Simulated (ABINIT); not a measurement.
A run of ABINIT 10.8.3 (patched build) is set up as follows.

run.abi

```
# Datasets: ground state, then fixed potential
ndtset 2

# Pseudopotentials
pp_dirpath "./"
pseudos "Mo.GGA_PBE-JTH.xml, Se.GGA_PBE-JTH.xml"

# Structure
acell 3.288 3.288 12.9 Angstrom
rprim
     1.0000000000     0.0000000000     0.0000000000
    -0.5000000000     0.8660254038     0.0000000000
     0.0000000000     0.0000000000     1.0000000000
ntypat 2
znucl 42 34
natom 6
typat 1 1 2 2 2 2
xred
     0.6666666667     0.3333333333     0.7500000000
     0.3333333333     0.6666666667     0.2500000000
     0.6666666667     0.3333333333     0.3750000000
     0.3333333333     0.6666666667     0.8750000000
     0.6666666667     0.3333333333     0.1250000000
     0.3333333333     0.6666666667     0.6250000000

# Plane-wave basis
ecut 18.0
pawecutdg 36.0

# Exchange and correlation
ixc -497498
usekden 1
pawxcdev 0

# Bands and occupations
occopt 3
tsmear 0.05 eV

# SCF cycle
nstep 100

# Output
iomode 3
prtwf 0
prteig 0
prtebands 0
enunit 1
prtden1 1
prtkden1 1

# Dataset 1
kptopt1 1
ngkpt1 9 9 2
nshiftk1 1
shiftk1 0.0 0.0 0.0
nband1 32
tolvrs1 1.0e-7

# Dataset 2: bands along G-M-K-G-A-L-H-A
iscf2 -2
getden2 1
getkden2 1
nband2 38
nbdbuf2 4
tolwfr2 1.0e-11
kptopt2 -7
ndivsm2 8
prteig2 1
prtvol2 -3
kptbounds2
     0.0000000000     0.0000000000     0.0000000000
     0.5000000000     0.0000000000     0.0000000000
     0.3333333333     0.3333333333     0.0000000000
     0.0000000000     0.0000000000     0.0000000000
     0.0000000000     0.0000000000     0.5000000000
     0.5000000000     0.0000000000     0.5000000000
     0.3333333333     0.3333333333     0.5000000000
     0.0000000000     0.0000000000     0.5000000000
```

Potentials or basis: JTH PAW PBE v2.0.

The run is started by

```bash
$ abinit run.abi > log 2>&1
```

Problem. Predict the largest force.

Solution. 0.902 eV/Å.

Problem. Predict the band gap on the k mesh.

Solution. 0.96 eV, indirect (least direct gap 1.48 eV).

Stress tensor (GPa, compression positive):
```
5.91 0.00 0.00
0.00 5.91 0.00
0.00 0.00 9.86
```

Caveat: the PAW data sets were made with another functional, which shifts forces and pressure a little; the cell's inner coordinates are idealised or old, which leaves forces on the atoms. r2SCAN opens gaps a little over a GGA but as a rule still falls short of measured ones.
